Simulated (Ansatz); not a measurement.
# WS2 (Tungstenite) (P6_3/mmc) in Ansatz: further runs, part 2 of 2

Ansatz 0.2.0.

**3. Single point, LDA, 17.15 Å³/atom (volume scaled by 0.94)**

input.yaml reads:

```yaml
crystal:
  lattice:
    - [3.1150838257, 0.0, 0.0]
    - [-1.5575419129, 2.697741728, 0.0]
    - [0.0, 0.0, 12.2448263589]
  atoms:
    - { symbol: W, position: [0.6666666667, 0.3333333333, 0.75] }
    - { symbol: W, position: [0.3333333333, 0.6666666667, 0.25] }
    - { symbol: S, position: [0.6666666667, 0.3333333333, 0.375] }
    - { symbol: S, position: [0.3333333333, 0.6666666667, 0.875] }
    - { symbol: S, position: [0.6666666667, 0.3333333333, 0.125] }
    - { symbol: S, position: [0.3333333333, 0.6666666667, 0.625] }
hamiltonian:
  xc: lda
  pseudopotentials: { kind: paw, xc_functional: lda, accuracy: standard }
kpoints:
  mp_grid: { grid: [10, 10, 3] }
scf:
  occupations: { method: fermi_dirac, width: 0.05 }
output:
  forces: true
  stress: true
  eigenvalues: true
```

Potentials or basis: JTH PAW LDA.

Run with:

```bash
ansatz run input.yaml --threads 2 --pin off --max-ram 5120MiB --backend cpu --events-out ev --progress --plain --runs-dir out
```

The program printed:

```text
Warning: the checks of this W dataset prove no rule for summing its radial tables, as where they were carried onto another mesh than they were made on, and Gregory's rule is taken, under which a leading mesh point left out moves its sums only by what lay on the interval it spanned. That does not make them correct, and they differ from Quantum ESPRESSO's on this file; a re-export a fraction of a mesh step off can move them. hamiltonian.pseudopotentials.radial_quadrature: simpson_from_first_knot sums it by `pw.x`'s rule; on a PAW file no value gives `pw.x`'s numbers. What more to know: hamiltonian.pseudopotentials.radial_quadrature, in the input reference
Warning: the checks of this S dataset prove no rule for summing its radial tables, as where they were carried onto another mesh than they were made on, and Gregory's rule is taken, under which a leading mesh point left out moves its sums only by what lay on the interval it spanned. That does not make them correct, and they differ from Quantum ESPRESSO's on this file; a re-export a fraction of a mesh step off can move them. hamiltonian.pseudopotentials.radial_quadrature: simpson_from_first_knot sums it by `pw.x`'s rule; on a PAW file no value gives `pw.x`'s numbers. What more to know: hamiltonian.pseudopotentials.radial_quadrature, in the input reference
[... 71 lines left out ...]
  k-point 1: bands = ["-62.6745", "-62.6745", "-26.9863", "-26.9863", "-26.7645", "-26.7645", "-26.7645", "-26.7645", "-4.0288", "-3.9246", "-2.1945", "-1.9796", "4.1532", "4.6565", "8.0959", "8.0959", "8.1014", "8.1014", "8.4143", "9.4009", "9.4583", "9.4583", "9.4812", "9.4812", "11.2726", "11.7599", "14.2298", "14.2298", "14.2302", "14.2302", "14.4714", "14.4714"]
  k-point 2: bands = ["-62.6722", "-62.6722", "-26.9784", "-26.9784", "-26.8071", "-26.8071", "-26.7742", "-26.7742", "-3.8909", "-3.6798", "-2.2366", "-1.8238", "4.1447", "5.1780", "7.6377", "7.6615", "7.6845", "8.2718", "8.2902", "8.8144", "9.1700", "9.2221", "9.5501", "10.5553", "10.5716", "11.5758", "14.0516", "14.0828", "14.1748", "14.2351", "14.3121", "14.4483"]
  k-point 27: bands = ["-62.6485", "-62.6485", "-27.1075", "-27.1075", "-27.0139", "-27.0139", "-26.8942", "-26.8942", "-1.2756", "-1.2536", "-1.1778", "-1.1570", "5.0237", "5.0932", "5.3044", "5.3404", "6.6300", "6.6344", "7.0390", "7.1174", "7.7711", "7.9216", "8.8060", "8.9643", "10.8957", "10.9948", "13.2911", "13.3037", "14.2182", "14.7777", "15.2528", "15.4087"]
```

Wall time 10 s (2 threads of Arm Neoverse V2, shared host); peak memory 0.8 GiB.

Results:

```yaml
Free_energy: -23655.8762 eV
Pressure: 5.1 GPa
Largest_force: 0.794 eV/Å
Band_gap_on_the_k_mesh: 0.98 eV, indirect (least direct gap 2.23 eV)
```

Caveat: odd divisions of the mesh miss points on the zone boundary, where band edges often lie, so the gap on the mesh can be too wide; spin-orbit coupling is left out, which moves the levels of the heavy elements.

**4. Single point, LDA, 17.52 Å³/atom (volume scaled by 0.96)**

Edit input.yaml of step 3 so:

```diff
@@ -2,5 +2,5 @@
   lattice:
-    - [3.1150838257, 0.0, 0.0]
-    - [-1.5575419129, 2.697741728, 0.0]
-    - [0.0, 0.0, 12.2448263589]
+    - [3.1370217585, 0.0, 0.0]
+    - [-1.5685108793, 2.7167405351, 0.0]
+    - [0.0, 0.0, 12.3310603717]
   atoms:
```

Run with:

```bash
ansatz run input.yaml --threads 2 --pin off --max-ram 5120MiB --backend cpu --events-out ev --progress --plain --runs-dir out
```

Wall time 11 s (2 threads of Arm Neoverse V2, shared host); peak memory 0.81 GiB.

The run converged. Its results:

| Quantity | Value |
| --- | --- |
| Free energy | -23655.9177 eV |
| Pressure | 1.1 GPa |
| Largest force | 0.377 eV/Å |
| Band gap on the k mesh | 1.01 eV, indirect (least direct gap 2.18 eV) |

Caveat: odd divisions of the mesh miss points on the zone boundary, where band edges often lie, so the gap on the mesh can be too wide; spin-orbit coupling is left out, which moves the levels of the heavy elements.

**5. Single point, LDA, 17.88 Å³/atom (volume scaled by 0.98)**

Edit input.yaml of step 4 so:

```diff
@@ -2,5 +2,5 @@
   lattice:
-    - [3.1370217585, 0.0, 0.0]
-    - [-1.5685108793, 2.7167405351, 0.0]
-    - [0.0, 0.0, 12.3310603717]
+    - [3.158657075, 0.0, 0.0]
+    - [-1.5793285375, 2.7354772688, 0.0]
+    - [0.0, 0.0, 12.4161048547]
   atoms:
```

Run with:

```bash
ansatz run input.yaml --threads 2 --pin off --max-ram 5120MiB --backend cpu --events-out ev --progress --plain --runs-dir out
```

Run time: 11 s. Hardware: 2 threads of Arm Neoverse V2, shared host; peak memory 0.82 GiB.

It converged, with:

```yaml
Free_energy: -23655.9080 eV
Pressure: -2.4 GPa
Largest_force: 0.007 eV/Å
Band_gap_on_the_k_mesh: 1.03 eV, indirect (least direct gap 2.12 eV)
```

Caveat: odd divisions of the mesh miss points on the zone boundary, where band edges often lie, so the gap on the mesh can be too wide; spin-orbit coupling is left out, which moves the levels of the heavy elements.

**6. Single point, LDA, 18.24 Å³/atom**

Edit input.yaml of step 5 so:

```diff
@@ -2,5 +2,5 @@
   lattice:
-    - [3.158657075, 0.0, 0.0]
-    - [-1.5793285375, 2.7354772688, 0.0]
-    - [0.0, 0.0, 12.4161048547]
+    - [3.18, 0.0, 0.0]
+    - [-1.59, 2.753960784, 0.0]
+    - [0.0, 0.0, 12.5]
   atoms:
```

Potentials or basis: JTH PAW LDA.

Run with:

```bash
ansatz run input.yaml --threads 2 --pin off --max-ram 5120MiB --backend cpu --events-out ev --progress --plain --runs-dir out
```

It took 12 s on 2 threads of Arm Neoverse V2, shared host; peak memory 0.84 GiB.

Results (log left out):

```
Free energy            : -23655.8526 eV
Pressure               : -5.6 GPa
Largest force          : 0.363 eV/Å
Band gap on the k mesh : 1.05 eV, indirect (least direct gap 2.07 eV)
```

Caveat: odd divisions of the mesh miss points on the zone boundary, where band edges often lie, so the gap on the mesh can be too wide; spin-orbit coupling is left out, which moves the levels of the heavy elements.

**7. Single point, LDA, 18.61 Å³/atom (volume scaled by 1.02)**

Edit input.yaml of step 6 so:

```diff
@@ -2,5 +2,5 @@
   lattice:
-    - [3.18, 0.0, 0.0]
-    - [-1.59, 2.753960784, 0.0]
-    - [0.0, 0.0, 12.5]
+    - [3.2010602164, 0.0, 0.0]
+    - [-1.6005301082, 2.7721994664, 0.0]
+    - [0.0, 0.0, 12.5827838695]
   atoms:
```

Run with:

```bash
ansatz run input.yaml --threads 2 --pin off --max-ram 5120MiB --backend cpu --events-out ev --progress --plain --runs-dir out
```

Run time: 12 s. Hardware: 2 threads of Arm Neoverse V2, shared host; peak memory 0.84 GiB.

The run converged. Its results:

| Quantity | Value |
| --- | --- |
| Free energy | -23655.7563 eV |
| Pressure | -8.4 GPa |
| Largest force | 0.691 eV/Å |
| Band gap on the k mesh | 1.07 eV, indirect (least direct gap 2.01 eV) |

Caveat: odd divisions of the mesh miss points on the zone boundary, where band edges often lie, so the gap on the mesh can be too wide; spin-orbit coupling is left out, which moves the levels of the heavy elements.

**8. Single point, LDA, 18.97 Å³/atom (volume scaled by 1.04)**

Edit input.yaml of step 7 so:

```diff
@@ -2,5 +2,5 @@
   lattice:
-    - [3.2010602164, 0.0, 0.0]
-    - [-1.6005301082, 2.7721994664, 0.0]
-    - [0.0, 0.0, 12.5827838695]
+    - [3.2218469041, 0.0, 0.0]
+    - [-1.6109234521, 2.7902012661, 0.0]
+    - [0.0, 0.0, 12.6644925478]
   atoms:
```

Run with:

```bash
ansatz run input.yaml --threads 2 --pin off --max-ram 5120MiB --backend cpu --events-out ev --progress --plain --runs-dir out
```

Run time: 14 s. Hardware: 2 threads of Arm Neoverse V2, shared host; peak memory 0.86 GiB.

It converged, with:

* Free energy: -23655.6233 eV
* Pressure: -11.0 GPa
* Largest force: 0.995 eV/Å
* Band gap on the k mesh: 1.08 eV, indirect (least direct gap 1.96 eV)

Caveat: odd divisions of the mesh miss points on the zone boundary, where band edges often lie, so the gap on the mesh can be too wide; spin-orbit coupling is left out, which moves the levels of the heavy elements.

**9. Single point, LDA, 19.34 Å³/atom (volume scaled by 1.06)**

Edit input.yaml of step 8 so:

```diff
@@ -2,5 +2,5 @@
   lattice:
-    - [3.2218469041, 0.0, 0.0]
-    - [-1.6109234521, 2.7902012661, 0.0]
-    - [0.0, 0.0, 12.6644925478]
+    - [3.2423687753, 0.0, 0.0]
+    - [-1.6211843877, 2.8079737278, 0.0]
+    - [0.0, 0.0, 12.7451602803]
   atoms:
```

Potentials or basis: JTH PAW LDA.

Run with:

```bash
ansatz run input.yaml --threads 2 --pin off --max-ram 5120MiB --backend cpu --events-out ev --progress --plain --runs-dir out
```

Wall time 14 s (2 threads of Arm Neoverse V2, shared host); peak memory 0.87 GiB.

Results (log left out):

```yaml
Free_energy: -23655.4576 eV
Pressure: -13.2 GPa
Largest_force: 1.276 eV/Å
Band_gap_on_the_k_mesh: 1.09 eV, indirect (least direct gap 1.91 eV)
```

Caveat: odd divisions of the mesh miss points on the zone boundary, where band edges often lie, so the gap on the mesh can be too wide; spin-orbit coupling is left out, which moves the levels of the heavy elements; forces of over 1 eV/Å show positions far from the minimum, so gaps and moduli don't describe the material at rest.

**10. Equation of state, LDA**

No new run: the results of the series are fitted here.

What came out:

| Property | Result |
| --- | --- |
| Equilibrium volume | 17.62 Å³/atom |
| Bulk modulus at fixed shape and positions | 175 GPa |
| Pressure derivative of the bulk modulus | 4.4 |

Energy against volume, from the lowest point:
```
volume (Å³/atom)  energy (meV/atom)
          17.150               6.92
          17.515               0.00
          17.880               1.61
          18.245              10.84
          18.610              26.90
          18.975              49.06
          19.340              76.67
```

Caveat: the cell was scaled at fixed shape and fractional positions, which overstates the stiffness of a crystal with free parameters, most of all of layers and chains. Spin-orbit coupling is left out, which matters for the levels of W.
